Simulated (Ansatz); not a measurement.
The structure comes from a relaxation in the same program, started in the sc type, and has space group Pm-3m. Whether it is a known phase or the ground state wasn't checked.

Below is the log of a run of Ansatz 0.2.0.

```
Ba: projections on atomic orbitals take those of the free atom 1s2 2s2 2p6 3s2 3p6 3d10 4s2 4p6 4d10 5s2 5p6 6s2, of charge +0.00 (hamiltonian.pseudopotentials.projection_atoms)
LAPW: plane waves up to 5.379 Å⁻¹, error target 2.5e-4 eV per atom; small_component_spin mean_spin; Ba in spheres of 1.975 Å, 26 of its electrons in bands, Dirac shells []
Engine: ansatz 0.2.0
Pseudopotentials: kind: all_electron
Pseudopotential: Ba, LAPW, valence charge 26, Koelling and Harmon's equation, gaussian nucleus
Functional definition: PBE
  parameter kappa = 0.804
  parameter beta = 0.06672455060314922
  exchange = pbe_x(kappa = kappa, mu = beta*pi^2/3)
  correlation = pbe_c(beta = beta)
Crystal: 1 atoms, lattice volume = 61.638 Å³
Basis set: ecut = 110.22041316611117 eV, 171 PW (Γ), exchange–correlation at level 2
Bands: 17, of which v1, the nominal top of the filled ones, is band 13 counted from 1 (12 counted from 0)
Symmetry: 48 space group operations
Space group: Pm-3m (ITA 221), of the structure as read, at distance tolerance 4.0e-5 Å
k-points: 84 of 2197
Non-local potential: Ba, projectors of the file, none
Initial density: superposition of atomic densities (chi_scale 0.1, normalization cell)
Initial wavefunctions: plane waves of lowest kinetic energy (no species holds an atomic orbital)
Functional: x = pbe(κ = 0.804, μ = 0.2195149727645171), c = pbe(β = 0.06672455060314922)
iter 1 solved again at ethr=1.13e-4 eV; its pass at ethr=1.00e-1 eV (dr2=2.94e-2 eV) is discarded
SCF iter   1: F=—  HF=-221371.972059 eV  |F-HF|=—  |Δ(HF+E_count)|=         —  Δρ=4.55e-3  dr2=2.94e-2  ethr=1.13e-4  ⟨swp⟩=4.5  Hψ=9740  notcnv=0
preconditioner: auto → Kerker (q_TF=auto, 2.363 Å⁻¹)  [metal: Δε(μ)=0.067 eV  Ē_g=2.686 eV  σ=0.050 eV  W_gap=0.32  n_scr=18 (ndim 8)  ℏωp=6.7 eV  f_vac=0.000  D(μ)=0.46/eV (n_scr^D=0)]
SCF iter   2: F=—  HF=-221371.977826 eV  |F-HF|=—  |Δ(HF+E_count)|=   5.77e-3  Δρ=3.58e-3  dr2=1.97e-2  ethr=1.13e-4  ⟨swp⟩=2.0  Hψ=4670  notcnv=0
SCF iter   3: F=—  HF=-221371.983924 eV  |F-HF|=—  |Δ(HF+E_count)|=   6.10e-3  Δρ=1.76e-3  dr2=5.93e-3  ethr=7.56e-5  ⟨swp⟩=2.0  Hψ=4672  notcnv=0
iter 4 solved again at ethr=2.06e-6 eV; its pass at ethr=2.28e-5 eV (dr2=5.35e-4 eV) is discarded
SCF iter   4: F=—  HF=-221371.983260 eV  |F-HF|=—  |Δ(HF+E_count)|=   6.64e-4  Δρ=5.17e-4  dr2=5.29e-4  ethr=2.06e-6  ⟨swp⟩=2.0  Hψ=7685  notcnv=0
SCF iter   5: F=—  HF=-221371.983048 eV  |F-HF|=—  |Δ(HF+E_count)|=         —  Δρ=2.52e-4  dr2=6.82e-5  ethr=2.04e-6  ⟨swp⟩=2.0  Hψ=4664  notcnv=0
the basis was enlarged: its passes take 438.1 KiB over the memory plan, 1 of 1 planned eigensolver slots
SCF iter   6: F=—  HF=-221371.983098 eV  |F-HF|=—  |Δ(HF+E_count)|=   5.04e-5  Δρ=6.50e-5  dr2=6.09e-6  ethr=2.62e-7  ⟨swp⟩=3.0  Hψ=4792  notcnv=0
SCF iter   7: F=—  HF=-221371.983098 eV  |F-HF|=—  |Δ(HF+E_count)|=   2.37e-7  Δρ=1.86e-5  dr2=3.50e-7  ethr=2.34e-8  ⟨swp⟩=3.0  Hψ=4792  notcnv=0
SCF iter   8: F=-221371.983098 eV  HF=-221371.983098 eV  |F-HF|=4.74e-8  |Δ(HF+E_count)|=   4.03e-8  Δρ=7.81e-6  dr2=4.75e-8  ethr=1.35e-9  ⟨swp⟩=2.0  Hψ=4664  notcnv=0
SCF 1 converged in 8 iterations: F = -221371.983098 eV  dr2 = 4.75e-8
the search or the solves at the SCF's close seem to have found levels that the self-consistency loop had missed (the run counts 2). By its estimate they hold under 1e-12 electrons; where the run keeps them, the occupations were computed again with them
NSCF: frozen V_eff on 99 k-points
SCF converged after 8 iterations
Free energy (F): -221371.983098 eV
Harris-Foulkes:  -221371.983098 eV  (|F-HF|=4.74e-8)
Internal energy: -221371.978518 eV  (E = F + TS)
E sigma→0 (E₀):  -221371.980808 eV
Entropy (-TS):   -0.004580 eV (-4.580 meV/atom)
Fermi energy:    7.799847 eV
--- Per-component energies (eV) ---
  E_band       = -1849.023277
  E_kinetic    = 235876.398162
  E_xc         = -5392.727328
  E_electrostatic = -451855.649352  (all electrons and nuclei)
  E_smearing   = -0.004580  (= −TS)
  E_closure    = 0.000000  (closes the sum)
  E_atoms      = -221370.400070  (free atoms, spherical and without spin; not in F)
  Σ components = -221371.983098   (vs F -221371.983098, Δ=0.00e0)
  Basis errors (estimates in eV, not in F): energy 9.7e-5 per atom: plane waves 8.8e-5 (4.8e-5 summed), levels above the bands 2.4e-24, relativity 2.0e-8, radial functions 8.9e-6, core shells 6.1e-8; eigenvalues (radial functions only) 2.1e-7; not estimated: angular momenta, meshes, grids; target (lapw.basis_error) 2.5e-4; muffin-tin radii Ba 1.975 Å
--- Forces (eV/Å), atoms counted from 1 ---
  atom   1  Ba     0.00000000    -0.00000000    -0.00000000
  max |Σ_I F_I| component: 6.57e-32 eV/Å
--- Stress (GPa, compression-positive) ---
       -0.008470       0.000000       0.000000
        0.000000      -0.008470       0.000000
        0.000000       0.000000      -0.008470
  P = ⅓ Tr σ = -0.0085 GPa (-0.085 kbar)
--- Band table (eV; the first three rows and the last of 84) ---
  k-point 0: bands = ["-168.3874", "-168.3874", "-168.3874", "-77.1683", "-77.1683", "-77.1586", "-77.1586", "-77.1586", "-21.3446", "-6.1815", "-6.1815", "-6.1815", "5.2372", "7.8584", "7.8584", "12.6667", "12.6667"]
  k-point 1: bands = ["-168.3874", "-168.3874", "-168.3874", "-77.1683", "-77.1683", "-77.1586", "-77.1586", "-77.1586", "-21.3413", "-6.2258", "-6.1777", "-6.1777", "5.3266", "7.8856", "7.9486", "12.3607", "12.3607"]
  k-point 2: bands = ["-168.3874", "-168.3874", "-168.3874", "-77.1683", "-77.1683", "-77.1586", "-77.1586", "-77.1586", "-21.3320", "-6.3459", "-6.1673", "-6.1673", "5.5745", "7.9637", "8.2018", "11.8306", "11.8306"]
  k-point 83: bands = ["-168.3874", "-168.3874", "-168.3874", "-77.1682", "-77.1682", "-77.1586", "-77.1586", "-77.1586", "-21.1753", "-6.6869", "-6.6854", "-6.6854", "7.7489", "7.8145", "7.8145", "11.2980", "13.1124"]
--- Löwdin populations: 1 site ---
  site symbol       q [e]
     0     Ba     55.0375
  spilling = 0.017188 (of n_electrons = 56.000000)
```

The cell and starting positions:

```
CELL_PARAMETERS angstrom
3.95017 0.00000 0.00000
0.00000 3.95017 0.00000
0.00000 0.00000 3.95017
ATOMIC_POSITIONS crystal
Ba 0.00000 0.00000 0.00000
```

Parts of the input that the log doesn't repeat:

```yaml
  band_path:
    path:
      - [0.0, 0.0, 0.0]
      - [0.0, 0.5, 0.0]
      - [0.5, 0.5, 0.0]
      - [0.0, 0.0, 0.0]
      - [0.5, 0.5, 0.5]
      - [0.0, 0.5, 0.0]
      - [0.5, 0.5, 0.5]
      - [0.5, 0.5, 0.0]
    npoints: 14
output:
  forces: true
  stress: true
  eigenvalues: true
  populations: true
  dos: { projected: true, de: 0.2, e_range: [-14, 8] }
```

(1) Write the input that produced this log.

Results:

(1) 
```yaml
crystal:
  lattice:
    - [3.9501679661, 0.0, 0.0]
    - [0.0, 3.9501679661, 0.0]
    - [0.0, 0.0, 3.9501679661]
  atoms:
    - { symbol: Ba, position: [0.0, 0.0, 0.0] }
kpoints:
  mp_grid: { grid: [13, 13, 13] }
  band_path:
    path:
      - [0.0, 0.0, 0.0]
      - [0.0, 0.5, 0.0]
      - [0.5, 0.5, 0.0]
      - [0.0, 0.0, 0.0]
      - [0.5, 0.5, 0.5]
      - [0.0, 0.5, 0.0]
      - [0.5, 0.5, 0.5]
      - [0.5, 0.5, 0.0]
    npoints: 14
scf:
  occupations: { method: fermi_dirac, width: 0.05 }
hamiltonian:
  xc: pbe
  pseudopotentials: { kind: all_electron, lapw: { basis_error: 0.00025 } }
output:
  forces: true
  stress: true
  eigenvalues: true
  populations: true
  dos: { projected: true, de: 0.2, e_range: [-14, 8] }
```
This is the input that was run; digits and keys that the log doesn't show could differ in an equivalent one.
